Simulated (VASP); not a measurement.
Input for VASP

File KPOINTS:
```
Automatic mesh
0
Gamma
6 6 6
0 0 0
```

File POSCAR:
```
ZnTe
1
    0.0000000000     3.0500000000     3.0500000000
    3.0500000000     0.0000000000     3.0500000000
    3.0500000000     3.0500000000     0.0000000000
Zn Te
1 1
Direct
  0.0000000000   0.0000000000   0.0000000000
  0.2500000000   0.2500000000   0.2500000000
```

**INCAR**
```
SYSTEM = ZnTe
PREC = Accurate
ENCUT = 520
EDIFF = 1E-6
NELM = 60
ALGO = Normal
LREAL = .FALSE.
LASPH = .TRUE.
ISMEAR = 0
SIGMA = 0.05
GGA = PE
LMAXMIX = 4
LWAVE = .FALSE.
LCHARG = .FALSE.
ISIF = 2
```

POTCAR, in this order: Te Zn (PBE.64 set). Program: vasp_std.

Output of the run:

**standard output**
```
 POSCAR found type information on POSCAR ZnTe
 POSCAR found :  2 types and       2 ions
 Reading from existing POTCAR
 Reading from existing POTCAR
 WARNING: type information on POSCAR and POTCAR are incompatible
 POTCAR overwrites the type information in POSCAR
 typ   1 type information:  Zn Te
 WARNING: type information on POSCAR and POTCAR are incompatible
 POTCAR overwrites the type information in POSCAR
 typ   2 type information:  Te Zn
 LDA part: xc-table for (Slater+PW92), standard interpolation
 POSCAR, INCAR and KPOINTS ok, starting setup
 WAVECAR not read
 entering main loop
       N       E                     dE             d eps       ncg     rms          rms(c)
DAV:   1     0.717117410721E+02    0.71712E+02   -0.82258E+03   416   0.142E+03
DAV:   2    -0.142633007016E+01   -0.73138E+02   -0.70430E+02   431   0.256E+02
DAV:   3    -0.529624948807E+01   -0.38699E+01   -0.38524E+01   531   0.577E+01
DAV:   4    -0.534211013527E+01   -0.45861E-01   -0.45849E-01   456   0.654E+00
DAV:   5    -0.534294226290E+01   -0.83213E-03   -0.83212E-03   496   0.863E-01    0.483E+00
DAV:   6    -0.517640593624E+01    0.16654E+00   -0.59494E-01   504   0.227E+01    0.374E+00
DAV:   7    -0.516602374248E+01    0.10382E-01   -0.11566E-01   456   0.398E+00    0.151E+00
DAV:   8    -0.516600940843E+01    0.14334E-04   -0.48264E-03   543   0.721E-01    0.387E-01
DAV:   9    -0.516623378461E+01   -0.22438E-03   -0.10545E-03   456   0.338E-01    0.127E-01
DAV:  10    -0.516625268514E+01   -0.18901E-04   -0.77503E-05   517   0.867E-02    0.942E-02
DAV:  11    -0.516630948399E+01   -0.56799E-04   -0.96411E-05   446   0.652E-02    0.472E-02
DAV:  12    -0.516631063721E+01   -0.11532E-05   -0.36398E-06   476   0.240E-02    0.175E-02
DAV:  13    -0.516631084687E+01   -0.20966E-06   -0.18122E-07   268   0.419E-03
   1 F= -.51663108E+01 E0= -.51663108E+01  d E =-.422617E-15
```

File OUTCAR:
```
------------------------ aborting loop because EDIFF is reached ----------------------------------------
  FORCE on cell =-STRESS in cart. coord.  units (eV):
  Direction    XX          YY          ZZ          XY          YZ          ZX
  --------------------------------------------------------------------------------------
  Total        0.7029128      0.7029128      0.7029128      0.0000000     -0.0000000     -0.0000000
  in kB       19.8464345     19.8464345     19.8464345      0.0000000     -0.0000000     -0.0000000
  external PRESSURE =      19.8464345 kB  Pullay stress =       0.0000000 kB
  volume of cell :       56.75
      direct lattice vectors                 reciprocal lattice vectors
     0.000000000  3.050000000  3.050000000    -0.163934426  0.163934426  0.163934426
     3.050000000  0.000000000  3.050000000     0.163934426 -0.163934426  0.163934426
     3.050000000  3.050000000  0.000000000     0.163934426  0.163934426 -0.163934426
 POSITION                                       TOTAL-FORCE (eV/Angst)
 -----------------------------------------------------------------------------------
      0.00000      0.00000      0.00000        -0.000000     -0.000000     -0.000000
      1.52500      1.52500      1.52500         0.000000      0.000000      0.000000
 -----------------------------------------------------------------------------------
    total drift:                                0.000000      0.000000      0.000000
  FREE ENERGIE OF THE ION-ELECTRON SYSTEM (eV)
  ---------------------------------------------------
  free  energy   TOTEN  =        -5.1663108469 eV

  energy  without entropy=       -5.1663108469  energy(sigma->0) =       -5.16631085
```
(Selected blocks of OUTCAR.)

**Question.** Read input and log: which fault does this run have?
(A) POTCAR lists the elements in another order than POSCAR
(B) fractional coordinates stand under the word Cartesian
(C) POTIM is too large for the ionic optimiser
(D) EDIFF is too loose for the force threshold

**Answer.** A, POTCAR lists the elements in another order than POSCAR. The run ends without an error. Against the sound run, the pressure increases by 0.01 GPa; the band gap stays essentially unchanged.

To mend it, use POTCAR Zn Te of the PBE.64 set.

The mended run (PBE GGA, plane waves, VASP's PBE PAW potentials (set 64)) converges, and its OSZICAR ends with
```
   1 F= -.51663109E+01 E0= -.51663109E+01  d E =-.420418E-15
```

The compound is ZnTe in the zinc blende structure. The cell was not relaxed at this level.
